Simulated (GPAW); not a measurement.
# GaP (F-43m) in GPAW: notebook

Aim: see how the results for GaP move with the level of theory and the settings. Levels: r2SCAN, GLLB-SC. Tasks: energy-loss spectrum, single point, dielectric tensor, optical spectrum.

Program: GPAW 26.7.0. These are calculated values, not measurements. Logs are shortened: lines on timing, memory, paths and dates and some standing lists are left out, and cuts for length are marked. The log counts tension as positive stress, the text compression.

### Step 1. The crystal as given

The structure is cubic, space group F-43m (No. 216). The conventional cell has a = 5.451 Å, b = 5.451 Å, c = 5.451 Å, α = 90.00°, β = 90.00°, γ = 90.00°. Ga (site symmetry -43m) is surrounded by 4 P at 2.36 Å. P (site symmetry -43m) is surrounded by 4 Ga at 2.36 Å.

### Step 2. Energy-loss spectrum, r2SCAN (volume scaled by 1.08)

File run.py:

```python
import numpy as np
from ase import Atoms
from ase.dft.bandgap import bandgap
from ase.io import write
from gpaw import GPAW, PW
from gpaw.response.df import DielectricFunction

atoms = Atoms(['Ga', 'P'],
              cell=[[0.0, 2.7960671692, 2.7960671692],
                    [2.7960671692, 0.0, 2.7960671692],
                    [2.7960671692, 2.7960671692, 0.0]],
              scaled_positions=[[0.0, 0.0, 0.0],
                                [0.75, 0.75, 0.75]],
              pbc=True)

calc = GPAW(mode=PW(400),
            xc='MGGA_X_R2SCAN+MGGA_C_R2SCAN',
            kpts={'size': (7, 7, 7), 'gamma': True},
            occupations={'name': 'fermi-dirac', 'width': 0.001},
            nbands=11,
            convergence={'density': 1e-06},
            maxiter=150,
            txt='gpaw.txt')
atoms.calc = calc
energy = atoms.get_potential_energy()
calc.write('gs.gpw')
write('result.traj', atoms)
print(f'Energy: {energy:.6f} eV')
print('Fermi level:', round(calc.get_fermi_level(), 4), 'eV')
print(f'Gap: {bandgap(calc)[0]:.4f} eV, direct: {bandgap(calc, direct=True)[0]:.4f} eV')

dense = calc.fixed_density(kpts={'size': (21, 21, 21), 'gamma': True},
                           nbands=42, convergence={'bands': 36},
                           update_fermi_level=True, txt='dense.txt')
dense.write('dense.gpw', mode='all')

df = DielectricFunction('dense.gpw', frequencies={'type': 'nonlinear', 'domega0': 0.1, 'omega2': 10},
                        eta=0.3, ecut=70, nbands=36, txt='df.txt')
for i, q_c in enumerate([[0.0, 0.0, 0.1428571429], [0.0, 0.0, 0.1904761905]]):
    eels0, eels = df.get_eels_spectrum(xc='RPA', q_c=q_c, filename=f'eels_{i}.csv')
    q = np.linalg.norm(2 * np.pi * np.array(q_c) @ atoms.cell.reciprocal())
    w = df.get_frequencies()
    print(f'|q| = {q:.4f} 1/A: loss peak at {w[eels[w < 45].argmax()]:.3f} eV (below 45 eV)')
```

Potentials or basis: GPAW PAW data sets (gpaw-data 1.2.1), pw.

On the command line:

```
$ OMP_NUM_THREADS=1 python run.py
```

gpaw.txt:

```text
__  _  _
 | _ |_)|_||  |
 |__||  | ||/\| - 26.7.0

Input parameters:
  mode=PW(ecut=400.0),
  convergence={'density': 1e-06},
  kpts=MonkhorstPack(size=(7, 7, 7), gamma=True),
  maxiter=150,
  nbands=11,
  occupations=Occupations(name='fermi-dirac', width=0.001),
  xc=XC(name='MGGA_X_R2SCAN+MGGA_C_R2SCAN')

Diagonalizing LCAO Hamiltonian
Converting LCAO to pw mode

                    P

       Ga

Atoms  # Å, Bohr magnetons
|   | symbol |        x |        y |        z |    initial magnetic moments |
|---|--------|----------|----------|----------|-----------------------------|
| 0 |     Ga | 0.000000 | 0.000000 | 0.000000 | ( 0.0000,  0.0000,  0.0000) |
| 1 |      P | 4.194101 | 4.194101 | 4.194101 | ( 0.0000,  0.0000,  0.0000) |

Unit cell  # Å
| periodic |        x |        y |        z |  lengths |    angles |
|----------|----------|----------|----------|----------|-----------|
|      yes | 0.000000 | 2.796067 | 2.796067 | 3.954236 | 60.000000 |
|      yes | 2.796067 | 0.000000 | 2.796067 | 3.954236 | 60.000000 |
|      yes | 2.796067 | 2.796067 | 0.000000 | 3.954236 | 60.000000 |

Number of symmetries: 24
Symmetry operations  # r_c * U_cc + t_c -> r_c
|    | kind |            matrix            |
|----|------|------------------------------|
|  0 |  E   |  1, 0, 0,  0, 1, 0,  0, 0, 1 |
|  1 |  σ   |  1, 0, 0,  0, 0, 1,  0, 1, 0 |
|  2 |  σ   |  1, 0,-1,  0, 1,-1,  0, 0,-1 |
|  3 |  C3  |  1, 0,-1,  0, 0,-1,  0, 1,-1 |
|  4 |  C3  |  1,-1, 0,  0,-1, 1,  0,-1, 0 |
|  5 |  σ   |  1,-1, 0,  0,-1, 0,  0,-1, 1 |
|  6 |  σ   |  0, 1, 0,  1, 0, 0,  0, 0, 1 |
|  7 |  C3  |  0, 1, 0,  0, 0, 1,  1, 0, 0 |
|  8 |  C2  |  0, 1,-1,  1, 0,-1,  0, 0,-1 |
|  9 |  S4  |  0, 1,-1,  0, 0,-1,  1, 0,-1 |
| 10 |  C3  |  0, 0, 1,  1, 0, 0,  0, 1, 0 |
| 11 |  σ   |  0, 0, 1,  0, 1, 0,  1, 0, 0 |
| 12 |  S4  |  0, 0,-1,  1, 0,-1,  0, 1,-1 |
| 13 |  C3  |  0, 0,-1,  0, 1,-1,  1, 0,-1 |
| 14 |  S4  |  0,-1, 1,  1,-1, 0,  0,-1, 0 |
| 15 |  C2  |  0,-1, 1,  0,-1, 0,  1,-1, 0 |
| 16 |  C3  |  0,-1, 0,  1,-1, 0,  0,-1, 1 |
| 17 |  S4  |  0,-1, 0,  0,-1, 1,  1,-1, 0 |
| 18 |  S4  | -1, 1, 0, -1, 0, 1, -1, 0, 0 |
| 19 |  C3  | -1, 1, 0, -1, 0, 0, -1, 0, 1 |
| 20 |  C3  | -1, 0, 1, -1, 1, 0, -1, 0, 0 |
| 21 |  S4  | -1, 0, 1, -1, 0, 0, -1, 1, 0 |
| 22 |  σ   | -1, 0, 0, -1, 1, 0, -1, 0, 1 |
| 23 |  C2  | -1, 0, 0, -1, 0, 1, -1, 1, 0 |

BZ-sampling:
  Number of BZ points: 343
  Number of IBZ points: 20

  Monkhorst-Pack size: [7, 7, 7]
  Monkhorst-Pack shift: [0, 0, 0]

K-points  # in reciprocal-cell coordinates
|     |                                coordinates |     weight |
|-----|--------------------------------------------|------------|
|   0 | (  0.00000000,   0.00000000,   0.00000000) | 0.00291545 |
|   1 | (  0.14285714,   0.14285714,   0.00000000) | 0.01749271 |
|   2 | (  0.14285714,   0.14285714,   0.14285714) | 0.02332362 |
|   3 | (  0.28571429,   0.14285714,   0.14285714) | 0.03498542 |
|   4 | (  0.28571429,   0.28571429,   0.00000000) | 0.01749271 |
|   5 | (  0.28571429,   0.28571429,   0.14285714) | 0.06997085 |
|   6 | (  0.28571429,   0.28571429,   0.28571429) | 0.02332362 |
|   7 | (  0.42857143,  -0.28571429,  -0.28571429) | 0.03498542 |
|   8 | (  0.42857143,   0.28571429,  -0.42857143) | 0.13994169 |
|   9 | (  0.42857143,   0.28571429,  -0.28571429) | 0.06997085 |
| ... |                                            |            |
|  19 | (  0.42857143,   0.42857143,   0.42857143) | 0.02332362 |

Plane wave coefficients: 821
Cutoff: 400.0 eV

Spin-components: 1 (collinear spins)
Bands:           11
Projectors:      10
Spin-degeneracy: 2
Datatype:        complex128

Density:
  Valence electrons: 8.0
  Components: 1
  Grid points: [20 20 20]
  Charge: 0.0  # |e|

Potential:
  Grid points: [20 20 20]

species:
  Ga:
    name:    Gallium
    Z:       31.0
    valence: 3
    core:    28
    charge:  0.0  # [|e|]
    compensation charges:
      type: gauss
      rc: 0.37  # [Å]
      lmax: 2
    cutoffs:
      filter: 2.06  # [Å]
      core: 4.17  # [Å]
    projectors
    | kind |    occ | energy [eV] | rcut [Å] |
    |------|--------|-------------|----------|
    |   4s |  2.000 |      -8.945 |    1.164 |
    |   4p |  1.000 |      -2.580 |    1.164 |
    |    s |        |      18.266 |    1.164 |
    |    p |        |      24.631 |    1.164 |
    |    d |        |       0.000 |    1.164 |

    Using partial waves for Ga as LCAO basis

  P:
    name:    Phosphorus
    Z:       15.0
    valence: 5
    core:    10
    charge:  0.0  # [|e|]
    compensation charges:
      type: gauss
      rc: 0.30  # [Å]
      lmax: 2
    cutoffs:
      filter: 1.69  # [Å]
      core: 1.81  # [Å]
    projectors
    | kind |    occ | energy [eV] | rcut [Å] |
    |------|--------|-------------|----------|
    |   3s |  2.000 |     -13.968 |    0.953 |
    |   3p |  3.000 |      -5.506 |    0.953 |
    |    s |        |      13.244 |    0.953 |
    |    p |        |      21.705 |    0.953 |
    |    d |        |       0.000 |    0.953 |

    Using partial waves for P as LCAO basis

Reference energy: -62187.585188  # eV

eigensolver:
  PPCG
  Converge bands: occupied
  niter=2

density mixing:
  MSR1-Mixer
  Pratt-step length: 0.05
  Maximum mixing coefficient: 0.75
  Old densities: 10
  SVD Regularization: 0.005
  Good broyden scale: 1.0
  Trust region scale: 1.0
  Backstep threshold: 4.0
  History deletion threshold: 6.0
  Fourier metric: weight=20.0, sigma=0.015

occupation numbers:
  Fermi-Dirac:
    width: 0.0010  # eV

poisson solver:
  ecut: 3200.0  # eV

xc functional:
  name: MGGA_X_R2SCAN+MGGA_C_R2SCAN with 2 nearest neighbor stencil

convergence criteria:
- Maximum integral of absolute [dens]ity change: 1e-06 electrons / valence electron
- Maximum [total energy] change in last 3 cyles: 0.0005 eV / valence electron
- Maximum integral of absolute [eigenst]ate change: 4e-08 eV^2 / valence electron
maximum number of iterations: 150

SCF iterations
|iter     | |      energy | eigst |  dens |
|---------|-|-------------|-------|-------|
|iter:   1| |  -20.959745 | -0.32 |       |
|iter:   2| |  -19.973476 | -1.54 | -0.88 |
|iter:   3| |-53487981.331211 | +7.53 | -0.88 |
|iter:   4| |   -9.180154 | +2.02 | +3.14 |
|iter:   5| |  -19.936440 | +0.83 | -0.40 |
|iter:   6| |  -19.982745 | -1.08 | -1.39 |
|iter:   7| |  -19.982408 | -2.98 | -1.88 |
|iter:   8| |  -19.981592c| -3.94 | -1.93 |
|iter:   9| |  -19.981417c| -4.81 | -2.38 |
|iter:  10| |  -19.981382c| -5.61 | -2.72 |
|iter:  11| |  -19.981376c| -6.44 | -3.08 |
|iter:  12| |  -19.981373c| -6.56 | -3.34 |
|iter:  13| |  -19.981373c| -7.81c| -3.93 |
|iter:  14| |  -19.981373c| -7.85c| -4.25 |
|iter:  15| |  -19.981373c| -7.83c| -4.60 |
|iter:  16| |  -19.981373c| -8.76c| -5.70 |
|iter:  17| |  -19.981373c| -9.66c| -6.13c|

Converged in 17 steps
Energy contributions relative to reference atoms: (reference = -62187.585188)

Energy contributions:
  Kinetic:          10.566266
  Coulomb:          -9.256463
  Zero:             -0.036862
  External:          0.000000
  Xc:              -21.254314
  Entropy:          -0.000000
  Spinorbit:         0.000000
  ----------------------------
  Free energy:     -19.981373
  Extrapolated:    -19.981373

dipole moment: (-11.253735, -11.253735, -11.253735)  # |e|*Ang

Fermi level: 4.900
Eigenvalues  # (at kpt = [0.000, 0.000, 0.000])
| band index |      eig [eV] | occ [0-2] |
|------------|---------------|-----------|
|          0 |        -8.458 |     2.000 |
|          1 |         3.966 |     2.000 |
|          2 |         3.966 |     2.000 |
|          3 |         3.966 |     2.000 |
|          4 |         5.695 |     0.000 |
|          5 |         8.190 |     0.000 |
|          6 |         8.190 |     0.000 |
|          7 |         8.190 |     0.000 |
|          8 |        13.103 |     0.000 |
|          9 |        14.015 |     0.000 |
|         10 |        14.015 |     0.000 |

Gap: 1.729 eV
Transition (v -> c):
  (s=0, k=0, n=3, [0.00, 0.00, 0.00]) -> (s=0, k=0, n=4, [0.00, 0.00, 0.00])
No difference between direct/indirect transitions
# Writing to gs.gpw (mode='')
```

It took 11 min on 1 thread of Arm Neoverse V1, shared host; peak memory 0.54 GiB.

What came out:

| Property | Result |
| --- | --- |
| Free energy | -19.9814 eV |
| Band gap on the k mesh | 1.73 eV, direct |

Caveat: the highest transitions drop out of the frequency grid; response on these states lacks terms of the Hamiltonian; an odd mesh through Γ misses points on the zone boundary, where band edges often lie.

### Step 3. Single point, GLLB-SC

File run.py:

```python
from ase import Atoms
from ase.dft.bandgap import bandgap
from ase.io import write
from gpaw import GPAW, PW

atoms = Atoms(['Ga', 'P'],
              cell=[[0.0, 2.72525, 2.72525],
                    [2.72525, 0.0, 2.72525],
                    [2.72525, 2.72525, 0.0]],
              scaled_positions=[[0.0, 0.0, 0.0],
                                [0.75, 0.75, 0.75]],
              pbc=True)

calc = GPAW(mode=PW(450),
            xc='GLLBSC',
            kpts={'size': (7, 7, 7), 'gamma': True},
            occupations={'name': 'fermi-dirac', 'width': 0.05},
            nbands=11,
            convergence={'density': 1e-05, 'energy': 1e-05},
            maxiter=80,
            txt='gpaw.txt')
atoms.calc = calc
energy = atoms.get_potential_energy()
calc.write('gs.gpw')
write('result.traj', atoms)
print('Fermi level:', round(calc.get_fermi_level(), 4), 'eV')
print(f'Gap: {bandgap(calc)[0]:.4f} eV, direct: {bandgap(calc, direct=True)[0]:.4f} eV')
```

Potentials or basis: the program's PAW data sets (release 1.2.1) made for this functional, pw.

On the command line:

```
$ OMP_NUM_THREADS=1 python run.py
```

It took 4.8 s on 1 thread of Arm Neoverse V2, shared host; peak memory 0.13 GiB.

The run converged. Its results:

* Band gap on the k mesh, Kohn-Sham part alone: 1.79 eV, indirect (least direct gap 2.23 eV)

Levels at points of the mesh, in eV from the valence-band top:
| k point | band 1 | band 2 | band 3 | band 4 | band 5 | band 6 | band 7 |
| --- | --- | --- | --- | --- | --- | --- | --- |
| (0.00, 0.00, 0.00) | -12.36 | 0.00 | 0.00 | 0.00 | 2.23 | 4.11 | 4.11 |

Caveat: a model potential gives levels but no total energy; an odd mesh through Γ misses points on the zone boundary, where band edges often lie.

### Step 4. Dielectric tensor, GLLB-SC

File run.py:

```python
import numpy as np
from ase import Atoms
from ase.dft.bandgap import bandgap
from ase.io import write
from gpaw import GPAW, PW
from gpaw.response.df import DielectricFunction

atoms = Atoms(['Ga', 'P'],
              cell=[[0.0, 2.72525, 2.72525],
                    [2.72525, 0.0, 2.72525],
                    [2.72525, 2.72525, 0.0]],
              scaled_positions=[[0.0, 0.0, 0.0],
                                [0.75, 0.75, 0.75]],
              pbc=True)

calc = GPAW(mode=PW(450),
            xc='GLLBSC',
            kpts={'size': (7, 7, 7), 'gamma': True},
            occupations={'name': 'fermi-dirac', 'width': 0.001},
            nbands=11,
            convergence={'density': 1e-06},
            maxiter=150,
            txt='gpaw.txt')
atoms.calc = calc
energy = atoms.get_potential_energy()
calc.write('gs.gpw')
write('result.traj', atoms)
print('Fermi level:', round(calc.get_fermi_level(), 4), 'eV')
print(f'Gap: {bandgap(calc)[0]:.4f} eV, direct: {bandgap(calc, direct=True)[0]:.4f} eV')

for size in [(15, 15, 15), (21, 21, 21)]:
    name = 'x'.join(str(n) for n in size)
    dense = calc.fixed_density(kpts={'size': size, 'gamma': True},
                               nbands=26, convergence={'bands': 20},
                               update_fermi_level=True, txt=f'dense-{name}.txt')
    dense.write(f'{name}.gpw', mode='all')
    df = DielectricFunction(f'{name}.gpw', frequencies=np.array([0.0]), hilbert=False, eta=0.001,
                            ecut=100, nbands=20, intraband=False, txt=f'df-{name}.txt')
    for xc in ['RPA', 'LR0.1', 'LR0.2']:
        for direction in ['x', 'y', 'z', [0, 1, 1], [1, 0, 1], [1, 1, 0]]:
            e0, e = df.get_macroscopic_dielectric_constant(xc=xc, direction=direction)
            print(f'{name} {xc} {direction}: {e0:.4f} without, {e:.4f} with local fields')
```

Potentials or basis: the program's PAW data sets (release 1.2.1) made for this functional, pw.

On the command line:

```
$ OMP_NUM_THREADS=1 python run.py
```

gpaw.txt:

```text
___ ___ ___ _ _ _
 |   |   |_  | | | |
 | | | | | . | | | |
 |__ |  _|___|_____|  26.7.0
 |___|_|

Input parameters:
  convergence: {density: 1e-06}
  kpts: {gamma: True,
         size: (7, 7, 7)}
  maxiter: 150
  mode: {ecut: 450.00000000000006,
         name: pw}
  nbands: 11
  occupations: {name: fermi-dirac,
                width: 0.001}
  xc: GLLBSC

System changes: positions, numbers, cell, pbc, initial_charges, initial_magmoms

Initialize ...

species:
  Ga:
    name:    Gallium
    Z:       31.0
    valence: 3
    core:    28
    charge:  0.0  # [|e|]
    compensation charges:
      type: gauss
      rc: 0.37  # [Å]
      lmax: 2
    cutoffs:
      filter: 2.06  # [Å]
      core: 4.02  # [Å]
    projectors
    | kind |    occ | energy [eV] | rcut [Å] |
    |------|--------|-------------|----------|
    |   4s |  2.000 |      -9.380 |    1.164 |
    |   4p |  1.000 |      -3.146 |    1.164 |
    |    s |        |      17.831 |    1.164 |
    |    p |        |      24.065 |    1.164 |
[... 148 lines left out ...]
  Lengths:   3.854086   3.854086   3.854086
  Angles:   60.000000  60.000000  60.000000

Effective grid spacing dv^(1/3) = 0.1717

iter:   1    -9.520951
iter:   2    -9.843580   -1.36  -0.72
iter:   3    -9.566836   -1.59  -0.74
iter:   4    -9.671376   -2.15  -1.16
iter:   5    -9.707454   -2.76  -1.24
iter:   6    -9.704356   -3.51  -1.63
iter:   7    -9.689121   -3.48  -1.59
iter:   8    -9.682949   -4.10  -2.22
iter:   9    -9.673470   -5.09  -2.81
iter:  10    -9.673491   -5.70  -2.80
iter:  11    -9.673506c  -6.92  -3.94
iter:  12    -9.673445c  -7.97c -4.13
iter:  13    -9.673517c  -8.82c -4.26
iter:  14    -9.673526c  -9.39c -5.19
iter:  15    -9.673521c -10.68c -5.16
iter:  16    -9.673519c -10.84c -5.71
iter:  17    -9.673520c -12.53c -6.05c

Converged after 17 iterations.

Dipole moment: (2.995520, 2.995520, 2.995520) |e|*Ang

Energy contributions relative to reference atoms: (reference = -62130.149816)

Kinetic:        +33.895028
Potential:      -29.876519
External:        +0.000000
XC:             -13.817808
Entropy (-ST):   -0.000000
Local:           +0.125780
SIC:             +0.000000
--------------------------
Free energy:     -9.673520
Extrapolated:    -9.673520

GLLBSC response reference energy: 4.19970 eV (from HOMO)

Showing only first 2 kpts
 Kpt  Band  Eigenvalues  Occupancy
  0     2      4.19970    2.00000
  0     3      4.19970    2.00000
  0     4      6.42800    0.00000
  0     5      8.30985    0.00000

  1     2      3.43127    2.00000
  1     3      3.43127    2.00000
  1     4      7.33855    0.00000
  1     5      8.13579    0.00000

Fermi level: 4.41266

Gap: 1.789 eV
Transition (v -> c):
  (s=0, k=0, n=3, [0.00, 0.00, 0.00]) -> (s=0, k=16, n=4, [0.43, 0.43, 0.00])
Direct/indirect transitions are different
Direct gap: 2.228 eV
Transition at: (s=0, k=0, n=3, [0.00, 0.00, 0.00])
Writing to gs.gpw (mode='')
```

df-15x15x15.txt:

```text
FrequencyGridDescriptor(from 0.000 to 0.000 eV, 1 points)
FrequencyGridDescriptor(from 0.000 to 0.000 eV, 1 points)

Calculating chi0 body with:
    Ground state adapter containing:
    Number of spins: 1
    Number of kpoints: 3375
    Number of irreducible kpoints: 120
    Number of completely occupied states: 4
    Number of partially occupied states: 4

    Linear response parametrization:
    q_c: [0.0, 0.0, 0.0]
    Number of frequency points: 1
[... 34 lines left out ...]

Integral kind: response function wings

Finished calculating chi0

Calculating LR kernel with alpha = 0.1
Calculating LR kernel with alpha = 0.1
Calculating LR kernel with alpha = 0.1
Calculating LR kernel with alpha = 0.1
Calculating LR kernel with alpha = 0.1
Calculating LR kernel with alpha = 0.1
Calculating LR kernel with alpha = 0.2
Calculating LR kernel with alpha = 0.2
Calculating LR kernel with alpha = 0.2
Calculating LR kernel with alpha = 0.2
Calculating LR kernel with alpha = 0.2
Calculating LR kernel with alpha = 0.2
```

Run time: 90 s. Hardware: 1 thread of Arm Neoverse V2, shared host; peak memory 0.46 GiB.

What came out:

| Property | Result |
| --- | --- |
| Band gap on the k mesh, Kohn-Sham part alone | 1.79 eV, indirect (least direct gap 2.23 eV) |
| Electronic dielectric tensor (diagonal) | 8.59 |

Electronic dielectric tensor:
```
8.59 0.00 0.00
0.00 8.59 0.00
0.00 0.00 8.59
```

Caveat: a model potential gives levels but no total energy; the long-wavelength limit can be off by a per cent or two; response on these states lacks terms of the Hamiltonian; an odd mesh through Γ misses points on the zone boundary, where band edges often lie.

[end of part 1 of 2]
